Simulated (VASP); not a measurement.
## WC (Qusongite): single point with LDA

Crystal: WC (Qusongite).

```
W C
1.0
     2.90650    0.00000    0.00000
    -1.45325    2.51710    0.00000
     0.00000    0.00000    2.83660
W C
1 1
Direct
  0.00000 0.00000 0.00000
  0.66667 0.33333 0.50000
```

- Program: VASP 6.6.1
- Task: single point
- Functional: LDA
- Potentials or basis: VASP PAW LDA potentials, release 64 (W_sv, C)
- Cutoff: 520 eV
- k mesh: 9 × 9 × 8
- Occupations: fermi-dirac, width 0.1 eV
- Spin: non-collinear spin, zero start, spin-orbit coupling
- Starting moments: [[0.0, 0.0, 0.0], [0.0, 0.0, 0.0]] μB

The pressure is -6.7 GPa. The net moment is 0.00 μB per cell and the valence electrons inside the program's atomic spheres are W 12.23; C 2.42.

Stress tensor (GPa, compression positive):
```
-5.82  0.00  0.00
 0.00 -5.82  0.00
 0.00  0.00 -8.34
```

Moments on the atoms (μB; x, y, z):
```
W   0.00 0.00 0.00
C   0.00 0.00 0.00
```

Run time: 40 s on 1 thread of Intel(R) Xeon(R) Platinum 8559C (Emerald Rapids) (shared host), peak memory 0.23 GiB.
